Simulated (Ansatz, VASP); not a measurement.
## SiO2 in VASP and in Ansatz

```
Si O
1.0
     4.15486    0.00000    0.00000
     0.00000    4.15486    0.00000
     0.00000    0.00000    2.66143
Si O
2 4
Direct
  0.50000 0.50000 0.50000
  0.00000 0.00000 0.00000
  0.69444 0.69444 0.00000
  0.19444 0.80556 0.50000
  0.30556 0.30556 0.00000
  0.80556 0.19444 0.50000
```

Alike in both runs: functional LDA; k mesh 6 × 6 × 8; occupations gaussian, width 0.02 eV; no spin polarisation.

Ansatz relaxed the structure, and its values are those at the end. VASP's run is a single point on that final structure, the one shown.

|  | VASP | Ansatz |
| --- | --- | --- |
| version | VASP 6.6.1 | Ansatz 0.2.0 |
| potentials or method | VASP PAW LDA potentials, release 64 (Si, O) | scalar-relativistic, plane waves, PAW |
| plane-wave cutoff (eV) | 520 | 420 |
| valence electrons in the cell | 32 | 32 |

Ansatz gave:

```
gap on the k mesh at the Fermi level (eV) : 5.82
least direct gap on the mesh (eV)         : 5.82
pressure (GPa)                            : 0.0
rms of the force components (eV/Å)        : 0.000
```

Problem. Estimate VASP's values.

Solution. gap on the k mesh at the Fermi level (eV): 5.82; least direct gap on the mesh (eV): 5.82; pressure (GPa): 1.1; rms of the force components (eV/Å): 0.016.

Ansatz warned: «pseudo_functional_mismatch».

A k mesh can miss the band edges. Expect the measured gap to be larger: semilocal functionals such as LDA lack the derivative discontinuity.
